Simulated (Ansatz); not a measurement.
Set up this calculation in Ansatz 0.2.0, as the native input.

| Item | Value |
| --- | --- |
| Task | relaxation of cell and atoms |
| Functional | revPBE |
| Potentials or basis | Ansatz PAW |
| Cutoff | 420 eV (not typed: the program's choice for these potentials) |
| k mesh | 9 × 9 × 9 |
| Occupations | fermi-dirac, width 0.05 eV |
| Spin | no spin polarisation |

The system is AlRu.

```
Ru Al
1.0
     2.99160    0.00000    0.00000
     0.00000    2.99160    0.00000
     0.00000    0.00000    2.99160
Ru Al
1 1
Direct
  0.50000 0.50000 0.50000
  0.00000 0.00000 0.00000
```

These files were run (other wordings do the same):

input.yaml

```yaml
crystal:
  lattice:
    - [2.9916, 0.0, 0.0]
    - [0.0, 2.9916, 0.0]
    - [0.0, 0.0, 2.9916]
  atoms:
    - { symbol: Ru, position: [0.5, 0.5, 0.5] }
    - { symbol: Al, position: [0.0, 0.0, 0.0] }
hamiltonian:
  xc: revpbe
  pseudopotentials: { kind: paw }
kpoints:
  mp_grid: { grid: [9, 9, 9] }
scf:
  occupations: { method: fermi_dirac, width: 0.05 }
output:
  forces: true
  stress: true
  eigenvalues: true
  write_density: true
  write_potential: true
  elf: true
  volumetric_format: npy
relax:
  f_tol: 0.01
  max_steps: 40
  cell: { stress_tol: 0.05 }
```

Potentials or basis: Ansatz PAW.

Run with:

```sh
$ ansatz run input.yaml --threads 2 --pin off --max-ram 5632MiB --backend cpu --events-out ev --progress --plain --runs-dir out
```

Results of the run:

```json
{
  "Relaxed volume": "13.73 Å³/atom",
  "Relaxed cell": "a = 3.017 Å, b = 3.017 Å, c = 3.017 Å, α = 90.00°, β = 90.00°, γ = 90.00°",
  "Space group after relaxing (to 0.05 Å)": "Pm-3m (No. 221)",
  "Energy gained by relaxing": "5.4 meV/atom",
  "Ionic steps": "4",
  "Pressure after relaxing": "0.0 GPa",
  "Band gap on the k mesh": "none (metal or under the smearing width)"
}
```

Caveat: the plane-wave basis is chosen anew once the cell has moved, so the energies of steps on either side of that aren't comparable; the PAW data sets come from PBE, with cores solved anew for the run's functional, which leaves a small shift of forces and pressure.

It took 2 s on 2 threads of Arm Neoverse V2 (shared host), peak memory 0.28 GiB.
